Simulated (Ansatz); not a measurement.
# Relaxing CaSe in the wurtzite type

First guess:

```
CELL_PARAMETERS angstrom
4.55586 0.00000 0.00000
-2.27793 3.94549 0.00000
0.00000 0.00000 7.42605
ATOMIC_POSITIONS crystal
Ca 0.33333 0.66667 0.00000
Ca 0.66667 0.33333 0.50000
Se 0.33333 0.66667 0.37600
Se 0.66667 0.33333 0.87600
```

These are results of DFT, PBE, PAW with Ansatz's default frozen-core files, scalar-relativistic (Ansatz 0.2.0), not measurements.

Cell and atoms relax within the symmetry of the start on a 9×9×5 k mesh with 0.05 eV Fermi–Dirac smearing.

The start is built from a prototype, known or not as a phase of this compound; the cutoff is 420 eV.

Question: What is the pressure of the first guess?

Answer: 2.46 GPa.

Question: What does it relax to?

Answer: a = 5.030 Å, b = 5.030 Å, c = 5.893 Å, α = 90.00°, β = 90.00°, γ = 120.00° (conventional cell), 32.28 Å³ per atom:
Space group P6_3/mmc (No. 194). a = 5.030 Å, b = 5.030 Å, c = 5.893 Å, α = 90.00°, β = 90.00°, γ = 120.00°
```
atom  site  symmetry       x       y       z
  Ca    2d      -6m2  0.3333  0.6667  0.7500
  Se    2c      -6m2  0.3333  0.6667  0.2500
```
It has left the symmetry of the starting type.

Question: How much energy does the relaxation release?

Answer: 140 meV/atom.
